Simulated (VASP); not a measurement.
# CdSe (F-43m) in VASP: single point with PBE

Aim: the single point of CdSe with PBE.

Everything below comes from runs of VASP 6.6.1. Logs are shortened: lines on timing, memory, paths and dates and some standing lists are left out, and cuts for length are marked.

## 1. The cell of the first run

It takes space group F-43m (No. 216, cubic). The conventional cell has a = 6.141 Å, b = 6.141 Å, c = 6.141 Å, α = 90.00°, β = 90.00°, γ = 90.00°. Cd (site symmetry -43m) is surrounded by 4 Se at 2.66 Å. Around Se (site symmetry -43m) lie 4 Cd at 2.66 Å.

Measurements of this composition are mostly on another form, of space group No. 186.

## 2. Single point, PBE (the relaxed cell repeated 8 times, on the trajectory's mesh)

The input, INCAR:

```
PREC = Accurate
ENCUT = 520
EDIFF = 1E-6
ISMEAR = 0
SIGMA = 0.1
LREAL = Auto
LASPH = True
NELM = 100
ALGO = Fast
ISIF = 2
LWAVE = False
LCHARG = False
GGA = PE
ISYM = 0
NBANDS = 86
```

The input, KPOINTS:

```
Automatic mesh
0
Gamma
  2 2 2
  0.5 0.5 0.5
```

The input, POSCAR:

```
CdSe
1.0
   -6.1405423972     -6.1405423972      0.0000000000
    0.0000000000     -6.1405423972      6.1405423972
   -6.1405423972      0.0000000000      6.1405423972
Cd Se
8 8
Direct
    0.5000000000      0.0000000000      0.0000000000
    0.0000000000      0.0000000000      0.0000000000
    0.5000000000      0.5000000000      0.0000000000
    0.0000000000      0.5000000000      0.0000000000
    0.5000000000      0.0000000000      0.5000000000
    0.0000000000      0.0000000000      0.5000000000
    0.5000000000      0.5000000000      0.5000000000
    0.0000000000      0.5000000000      0.5000000000
    0.3750000000      0.3750000000      0.3750000000
    0.8750000000      0.3750000000      0.3750000000
    0.3750000000      0.8750000000      0.3750000000
    0.8750000000      0.8750000000      0.3750000000
    0.3750000000      0.3750000000      0.8750000000
    0.8750000000      0.3750000000      0.8750000000
    0.3750000000      0.8750000000      0.8750000000
    0.8750000000      0.8750000000      0.8750000000
```

Potentials or basis: VASP PAW PBE potentials, release 64 (Cd, Se).

Run with:

```
$ cat potpaw_PBE.64/Cd/POTCAR potpaw_PBE.64/Se/POTCAR > POTCAR
$ mpirun -np 1 vasp_std > vasp.out
```

OUTCAR:

```text
PREC = Accurate
   ENCUT = 520
   EDIFF = 1E-6
   ISMEAR = 0
   LREAL = Auto
   LASPH = True
   NELM = 100
   ISIF = 2
   GGA = PE
   ISYM = 0

 ion  position               nearest neighbor table
   1  0.500  0.000  0.000-  11 2.66  13 2.66  15 2.66  16 2.66
   2  0.000  0.000  0.000-  12 2.66  14 2.66  15 2.66  16 2.66
   3  0.500  0.500  0.000-   9 2.66  13 2.66  14 2.66  15 2.66
   4  0.000  0.500  0.000-  10 2.66  13 2.66  14 2.66  16 2.66
   5  0.500  0.000  0.500-   9 2.66  11 2.66  12 2.66  15 2.66
   6  0.000  0.000  0.500-  10 2.66  11 2.66  12 2.66  16 2.66
[... 8 lines left out ...]
  15  0.375  0.875  0.875-   1 2.66   2 2.66   3 2.66   5 2.66
  16  0.875  0.875  0.875-   1 2.66   2 2.66   4 2.66   6 2.66

IMPORTANT INFORMATION: All symmetrisations will be switched off!
NOSYMM: (Re-)initialisation of all symmetry stuff for point group C_1.

----------------------------------------------------------------------------------------

                                     Primitive cell

  volume of cell :     463.0738

  direct lattice vectors                    reciprocal lattice vectors
    -6.140542397 -6.140542397  0.000000000    -0.081426032 -0.081426032 -0.081426032
     0.000000000 -6.140542397  6.140542397     0.081426032 -0.081426032  0.081426032
    -6.140542397  0.000000000  6.140542397    -0.081426032  0.081426032  0.081426032

  length of vectors
     8.684038338  8.684038338  8.684038338     0.141034024  0.141034024  0.141034024

  position of ions in fractional coordinates (direct lattice)
     0.500000000  0.000000000  0.000000000
     0.000000000  0.000000000  0.000000000
     0.500000000  0.500000000  0.000000000
     0.000000000  0.500000000  0.000000000
     0.500000000  0.000000000  0.500000000
     0.000000000  0.000000000  0.500000000
[... 8 lines left out ...]
     0.375000000  0.875000000  0.875000000
     0.875000000  0.875000000  0.875000000

  ion indices of the primitive-cell ions
   primitive index   ion index
                 1           1
                 2           2
                 3           3
                 4           4
                 5           5
                 6           6
[... 8 lines left out ...]
                15          15
                16          16

----------------------------------------------------------------------------------------

 KPOINTS: Automatic mesh

Automatic generation of k-mesh.
 Grid dimensions read from file:
 generate k-points for:    2    2    2

 Generating k-lattice:

[... 58 lines left out ...]
   ISIF   =      2    stress and relaxation
   ISYM   =      0    0-nonsym 1-usesym 2-fastsym
   POTIM  = 0.5000    time-step for ionic-motion
   TEBEG  =    0.0;   TEEND  =   0.0 temperature during run
   PSTRESS=    0.0 pullay stress
   NELECT =     144.0000    total number of electrons
   NUPDOWN=      -1.0000    fix difference up-down
   EMIN   =  10.00;   EMAX   =-10.00  energy-range for DOS
   EFERMI =   0.00;   METHOD = LEGACY
   ISMEAR =     0;   SIGMA  =   0.10  broadening in eV -4-tet -1-fermi 0-gaus
   EFERMI_NEDOS =   21; number of points for ismear=-14 and -15
   IALGO  =     68    algorithm
   IMIX   =      4    mixing-type and parameters
     AMIX     =   0.40;   BMIX     =  1.00
     AMIX_MAG =   1.60;   BMIX_MAG =  1.00
  volume/ion in A,a.u.               =      28.94       195.31
  Fermi-wavevector in a.u.,A,eV,Ry     =   1.109121  2.095935 16.737199  1.230149
  Thomas-Fermi vector in A             =   2.245657
   LORBIT       =      0    0 simple, 1 ext, 2 COOP (PROOUT), +10 PAW based schemes
   GGA     = PE    functional components
   LHFCALC =     F    Hartree Fock is set to
   AEXX    =    0.0000 exact exchange contribution
   IVDW    =     0    specifies the selected vdW correction
   LEPSILON=     F    determine dielectric tensor
   LRPA    =     F    only Hartree local field effects (RPA)
 non-spin polarized calculation
 RMM-DIIS sequential band-by-band and
 Gauss-broadening in eV      SIGMA  =   0.10
  energy-cutoff  :      520.00
  volume of cell :      463.07
 maximum number of plane-waves:     12476
 NGX is ok and might be reduce to    70
   NGX = 33   NGY = 33   NGZ = 33

 number of electron     144.0000045 magnetization

 Free energy of the ion-electron system (eV)
  ---------------------------------------------------
  ext. energy  EPLUGINS =         0.00000000
  ---------------------------------------------------
  free energy    TOTEN  =       -43.93808287 eV

  energy without entropy =      -43.93808287  energy(sigma->0) =      -43.93808287

 E-fermi :   1.0946     XC(G=0):  -8.7562

 val. band max:        0.5999444811   @ k =   0.2500   0.0000   0.0000
 cond. band min:       2.2658504267   @ k =   0.2500   0.0000   0.0000
 fundamental gap:      1.6659059456
 Fermi energy:         1.0945571448

 k-point     1 :       0.2500    0.2500    0.2500
  band No.  band energies     occupation
      1     -11.6691      2.00000
      2     -11.4228      2.00000
      3     -11.3560      2.00000
      4     -11.3559      2.00000
      5     -11.3559      2.00000
      6     -11.2785      2.00000
[... 1381 lines left out ...]
     83       5.8232      0.00000
     84       5.8243      0.00000
 [bands above 84 left out]

------------------------ aborting loop because EDIFF is reached ----------------------------------------

  FORCE on cell =-STRESS in cart. coord.  units (eV):
  Direction    XX          YY          ZZ          XY          YZ          ZX
  --------------------------------------------------------------------------------------
  -------------------------------------------------------------------------------------
  Total        4.5458481      4.5457684      4.5458383      0.0001485     -0.0000345     -0.0000535
  in kB       15.7280653     15.7277897     15.7280313      0.0005139     -0.0001194     -0.0001852
  external PRESSURE =      15.7279621 kB  Pullay stress =       0.0000000 kB

 VOLUME and BASIS-vectors are now :
 -----------------------------------------------------------------------------
  energy-cutoff  :      520.00
  volume of cell :      463.07
      direct lattice vectors                 reciprocal lattice vectors
    -6.140542397 -6.140542397  0.000000000    -0.081426032 -0.081426032 -0.081426032
     0.000000000 -6.140542397  6.140542397     0.081426032 -0.081426032  0.081426032
    -6.140542397  0.000000000  6.140542397    -0.081426032  0.081426032  0.081426032

 POSITION                                       TOTAL-FORCE (eV/Angst)
 -----------------------------------------------------------------------------------
     -3.07027     -3.07027      0.00000        -0.000002     -0.000010      0.000007
      0.00000      0.00000      0.00000        -0.000008     -0.000001      0.000000
     -3.07027     -6.14054      3.07027        -0.000010     -0.000004     -0.000001
      0.00000     -3.07027      3.07027         0.000005     -0.000001      0.000005
     -6.14054     -3.07027      3.07027        -0.000003      0.000003     -0.000002
     -3.07027      0.00000      3.07027        -0.000005     -0.000008     -0.000000
[... 8 lines left out ...]
     -7.67568     -7.67568     10.74595         0.000007      0.000001      0.000004
    -10.74595    -10.74595     10.74595        -0.000003      0.000009     -0.000012
 -----------------------------------------------------------------------------------
    total drift:                                0.000048      0.000031      0.000029

  FREE ENERGIE OF THE ION-ELECTRON SYSTEM (eV)
  ---------------------------------------------------
  free  energy   TOTEN  =       -43.9380828662 eV

  energy  without entropy=      -43.9380828661  energy(sigma->0) =      -43.93808287
```

OSZICAR:

```text
N       E                     dE             d eps       ncg     rms          rms(c)
DAV:   1     0.103663670686E+04    0.10366E+04   -0.67930E+04  2768   0.151E+03
DAV:   2     0.271308179313E+02   -0.10095E+04   -0.97490E+03  3040   0.367E+02
DAV:   3    -0.456957839178E+02   -0.72827E+02   -0.72204E+02  3120   0.937E+01
DAV:   4    -0.469511511256E+02   -0.12554E+01   -0.12508E+01  3048   0.111E+01
DAV:   5    -0.469694806648E+02   -0.18330E-01   -0.18316E-01  3072   0.116E+00    0.166E+01
RMM:   6    -0.440700202804E+02    0.28995E+01   -0.66129E+00  2752   0.735E+00    0.137E+01
RMM:   7    -0.439547510635E+02    0.11527E+00   -0.31275E+00  2839   0.370E+00    0.415E+00
RMM:   8    -0.439343119207E+02    0.20439E-01   -0.17677E-01  2965   0.114E+00    0.188E+00
RMM:   9    -0.439384272097E+02   -0.41153E-02   -0.40029E-02  3063   0.655E-01    0.623E-01
RMM:  10    -0.439375795160E+02    0.84769E-03   -0.63048E-03  3169   0.280E-01    0.158E-01
RMM:  11    -0.439380862140E+02   -0.50670E-03   -0.18773E-03  3076   0.108E-01    0.680E-02
RMM:  12    -0.439380708693E+02    0.15345E-04   -0.20498E-04  3178   0.355E-02    0.235E-02
RMM:  13    -0.439380829587E+02   -0.12089E-04   -0.10240E-04  3072   0.229E-02    0.718E-03
RMM:  14    -0.439380818814E+02    0.10773E-05   -0.21355E-05  2807   0.112E-02    0.711E-03
RMM:  15    -0.439380828662E+02   -0.98475E-06   -0.29970E-06  2140   0.505E-03
   1 F= -.43938083E+02 E0= -.43938083E+02  d E =-.669442E-12
```

stdout:

```text
POSCAR found type information on POSCAR CdSe
 POSCAR found :  2 types and      16 ions
 scaLAPACK will be used
 LDA part: xc-table for (Slater+PW92), standard interpolation
 POSCAR, INCAR and KPOINTS ok, starting setup
 FFT: planning ... GRIDC
 FFT: planning ... GRID_SOFT
 FFT: planning ... GRID
 WAVECAR not read
 entering main loop
```

It took 13 min on 1 thread of Intel Xeon 6975P-C (Granite Rapids), shared host; peak memory 0.9 GiB.

What came out:

```yaml
Free_energy: -43.9381 eV
Pressure: 1.6 GPa
Band_gap_on_the_k_mesh: 1.67 eV
```

A k mesh can miss the band edges.
